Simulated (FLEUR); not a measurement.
# ZnO (zincite) (P6_3mc) in FLEUR: single point with PBE

Aim: the single point of ZnO (zincite) with PBE.

Everything below comes from runs of FLEUR MaX-R8.1 (later development tree). Logs are shortened: lines on timing, memory, paths and dates and some standing lists are left out, and cuts for length are marked.

**Measured values to compare with.**

“Electronic structure of alkaline earth and post-transition metal oxides”, 2009, arxiv:0908.1581 quotes, for a bulk crystal of ZnO: band gap 3.37 eV.

How close the calculation comes is told below.

### Step 1. The structure

Symmetry: P6_3mc, No. 186, hexagonal system. The conventional cell has a = 3.249 Å, b = 3.249 Å, c = 5.206 Å, α = 90.00°, β = 90.00°, γ = 120.00°. Zn (site symmetry 3m) is surrounded by 4 O at 1.97 to 1.98 Å. Around O (site symmetry 3m) lie 4 Zn at 1.97 to 1.98 Å.

### Step 2. Single point, PBE

inp.xml reads:

```xml
<?xml version="1.0" encoding="UTF-8" standalone="no"?>
<fleurInput fleurInputVersion="0.39">
   <comment>
      ZnO                                                                                                 
   </comment>
   <calculationSetup>
      <cutoffs Kmax="5.16" Gmax="16.0" GmaxXC="16.0" numbands="0"/>
      <scfLoop itmax="60" minDistance="0.00001" maxIterBroyd="15" imix="Anderson" alpha="0.05" precondParam="0.0" spinf="2.0" sdNocoIR="T"/>
      <coreElectrons ctail="T" frcor="F" kcrel="0" coretail_lmax="0"/>
      <xcFunctional name="pbe" relativisticCorrections="F"/>
      <magnetism jspins="1"/>
      <soc l_soc="F" theta="0.0" phi="0.0" spav="F"/>
      <expertModes spex="0" secvar="F"/>
      <geometryOptimization l_f="T" forcealpha="1.0" forcemix="BFGS" epsdisp="0.0005" epsforce="0.0002"/>
      <ldaU l_linMix="F" mixParam="0.05" spinf="1.0"/>
   </calculationSetup>
   <cell>
      <bzIntegration valenceElectrons="52.0" mode="hist" fermiSmearingEnergy="0.00183747">
         <kPointListSelection listName="default-1"/>
         <!-- k-points included here -->
         <xi:include xmlns:xi="http://www.w3.org/2001/XInclude" href="kpts.xml"> </xi:include>
      </bzIntegration>
      <!-- symmetry operations included here -->
      <xi:include xmlns:xi="http://www.w3.org/2001/XInclude" href="sym.xml"> </xi:include>
      <bulkLattice scale="1.0">
         <bravaisMatrix>
            <row-1>    6.1403022144717765     0.0000000000000000     0.0000000000000000</row-1>
            <row-2>   -3.0701511072358882     5.3176577046085951     0.0000000000000000</row-2>
            <row-3>    0.0000000000000000     0.0000000000000000     9.8373642943653401</row-3>
         </bravaisMatrix>
      </bulkLattice>
   </cell>
   <atomSpecies>
      <species name="Zinc (Zn)" element="Zn" atomicNumber="30">
         <mtSphere radius="1.9" gridPoints="649" logIncrement="0.019"/>
         <atomicCutoffs lmax="8" lnonsphr="6"/>
         <electronConfig flipSpins="F">
            <coreConfig>(1s1/2) (2s1/2) (2p1/2) (2p3/2)</coreConfig>
            <valenceConfig>(3s1/2) (3p1/2) (3p3/2) (4s1/2) (3d3/2) (3d5/2)</valenceConfig>
         </electronConfig>
         <energyParameters s="4" p="4" d="3" f="4"/>
         <lo type="SCLO" l="0" n="3" eDeriv="0"/>
         <lo type="SCLO" l="1" n="3" eDeriv="0"/>
         <lo type="SCLO" l="1" n="3" eDeriv="1"/>
         <lo type="HELO" l="2" n="4" eDeriv="0"/>
         <lo type="HELO" l="2" n="4" eDeriv="1"/>
         <lo type="SCLO" l="3" n="4" eDeriv="2"/>
      </species>
      <species name="Oxygen (O)" element="O" atomicNumber="8">
         <mtSphere radius="1.45" gridPoints="497" logIncrement="0.021"/>
         <atomicCutoffs lmax="8" lnonsphr="6"/>
         <electronConfig flipSpins="F">
            <coreConfig>(1s1/2)</coreConfig>
            <valenceConfig>(2s1/2) (2p1/2) (2p3/2)</valenceConfig>
            <stateOccupation state="(2p1/2)" spinUp="0.666667" spinDown="0.666667"/>
            <stateOccupation state="(2p3/2)" spinUp="1.333333" spinDown="1.333333"/>
         </electronConfig>
         <energyParameters s="2" p="2" d="3" f="4"/>
         <lo type="SCLO" l="0" n="2" eDeriv="2"/>
         <lo type="SCLO" l="1" n="2" eDeriv="2"/>
         <lo type="SCLO" l="2" n="3" eDeriv="2"/>
      </species>
   </atomSpecies>
   <atomGroups>
      <atomGroup species="Zinc (Zn)">
         <relPos label="                   1">-1.000/3.000 1.000/3.000 .0000000000</relPos>
         <relPos label="                   2">1.000/3.000 -1.000/3.000 1.000/2.000</relPos>
         <force calculate="T" relaxXYZ="TTT"/>
      </atomGroup>
      <atomGroup species="Oxygen (O)">
         <relPos label="                   3">1.000/3.000 -1.000/3.000 -.1209900000</relPos>
         <relPos label="                   4">-1.000/3.000 1.000/3.000 .3790100000</relPos>
         <force calculate="T" relaxXYZ="TTT"/>
      </atomGroup>
   </atomGroups>
   <output dos="F" band="F" slice="F">
      <checks vchk="F" cdinf="F"/>
      <bandDOS minEnergy="-.5*Htr" maxEnergy="0.5*Htr" sigma="0.015" storeEVData="T"/>
      <vacuumDOS vacdos="F" integ="F" star="F" nstars="0" locx1="0.0" locy1="0.0" locx2="0.0" locy2="0.0" nstm="0" tworkf="0.0"/>
      <unfoldingBand unfoldBand="F" supercellX="1" supercellY="1" supercellZ="1"/>
      <plotting iplot="0" polar="F">
         <plot TwoD="T" vec1="  1.0  0.0  0.0" vec2="  0.0  1.0  0.0" vec3="  0.0  0.0  1.0" zero="  0.0  0.0  0.0" file="plot"/>
      </plotting>
      <chargeDensitySlicing numkpt="0" minEigenval="0.0" maxEigenval="0.0" nnne="0" pallst="F"/>
      <specialOutput eonly="F"/>
      <moessbauerParams electricFieldGradient="T" isomerShift="T" coreHyperfine="T" valenceHyperfine="T"/>
      <magneticCircularDichroism mcd="F" energyLo="-10.0" energyUp="0.0"/>
   </output>
  <!-- We include the file relax.xml here to enable relaxations (see documentation) -->
  <xi:include xmlns:xi="http://www.w3.org/2001/XInclude" href="relax.xml"> <xi:fallback/> </xi:include>
</fleurInput>
```

crystal.txt reads:

```
ZnO
&input cartesian=F /
3.2493080000  0.0000000000  0.0000000000
-1.6246540000  2.8139832727  0.0000000000
0.0000000000  0.0000000000  5.2057090000
1.8897261246
1.0 1.0 1.0

4
30 0.6666666667  0.3333333333  0.0000000000
30 0.3333333333  0.6666666667  0.5000000000
8 0.3333333333  0.6666666667  0.8790100000
8 0.6666666667  0.3333333333  0.3790100000

&kpt div1=9 div2=9 div3=5 gamma=T /
```

Potentials or basis: all-electron, FLAPW.

The run is started by

```sh
$ inpgen -f crystal.txt -profile fastHighL
$ # inp.xml edited to the form shown
$ fleur_MPI
```

What it wrote:

```text
Welcome to FLEUR        (www.flapw.de)
      MaX-Release 8.1          (www.max-centre.eu)

 ========== k-point set info ==========
 Selected k-point list: default-1
 k-point list type: mesh
 9 x 9 x 5
 Number of k points: 36

 ------------Calculation Setup---------------------------
 Number of MPI-tasks      :            1
 Number of PE/node        :            1
 Number of OMP-threads    :            1
 Most efficient MPI parallelization for:
           1           2           3           4           6           9          12          18          36
 Additional eigenvalue parallelization possible
 Number of basis functions:          933
 Approximate size of matrices (H+S) per k-point:         0.026 GB
 --------------------------------------------------------
 Iteration:     1   Distance:      23.97044788 me/bohr^3
 Iteration:     2   Distance:      20.20920604 me/bohr^3
 Iteration:     3   Distance:       7.51944383 me/bohr^3
 Iteration:     4   Distance:       5.45394519 me/bohr^3
 Iteration:     5   Distance:       3.96312902 me/bohr^3
 Iteration:     6   Distance:       0.59329613 me/bohr^3
 Iteration:     7   Distance:       0.55658084 me/bohr^3
 Iteration:     8   Distance:       0.06779297 me/bohr^3
 Iteration:     9   Distance:       0.04431320 me/bohr^3
 Iteration:    10   Distance:       0.01339127 me/bohr^3
 Iteration:    11   Distance:       0.00474379 me/bohr^3
 Iteration:    12   Distance:       0.00103555 me/bohr^3
 Iteration:    13   Distance:       0.00016972 me/bohr^3
 Iteration:    14   Distance:       0.00042249 me/bohr^3
 Iteration:    15   Distance:       0.00003388 me/bohr^3
 Iteration:    16   Distance:       0.00002808 me/bohr^3
 Iteration:    17   Distance:       0.00001000 me/bohr^3
 Reset of history

 ********************************************************************
 Run finished successfully
 Stop message:
   Structural relaxation: new displacements generated
 ********************************************************************
```

It took 6 min on 1 thread of Arm Neoverse V2, shared host; peak memory 0.1 GiB.

Results:

| Quantity | Value |
| --- | --- |
| Free energy | -101847.0709 eV |
| Largest force | 0.070 eV/Å |
| Band gap on the k mesh | 0.82 eV, direct |
| Valence electrons inside the program's atomic spheres | Zn 17.93; O 4.67 (radii Zn 1.9, O 1.45 bohr) |

Forces on the atoms (eV/Å):
```
Zn   0.000  0.000 -0.070
Zn   0.000  0.000 -0.070
O    0.000  0.000  0.069
O    0.000  0.000  0.069
```

Core levels (eV from the Fermi level):
```
atom                                                     levels
1 Zn  1s1/2 -9517.5, 2s1/2 -1152.0, 2p1/2 -1013.8, 2p3/2 -989.9
2 Zn  1s1/2 -9517.5, 2s1/2 -1152.0, 2p1/2 -1013.8, 2p3/2 -989.9
 3 O                                               1s1/2 -504.9
 4 O                                               1s1/2 -504.9
```

### Step 3. Comparison with measurements

Step 2. A measured gap of ZnO is 3.37 eV (quoted in “Electronic structure of alkaline earth and post-transition metal oxides”, 2009, arxiv:0908.1581); the calculated 0.82 eV misses it by -2.55 eV. So large a miss can be the level of theory's own, or it may mean another phase, state or a wrong row. The value is that of PBE, without temperature or zero-point motion. Semilocal functionals fall short of measured gaps as a rule.
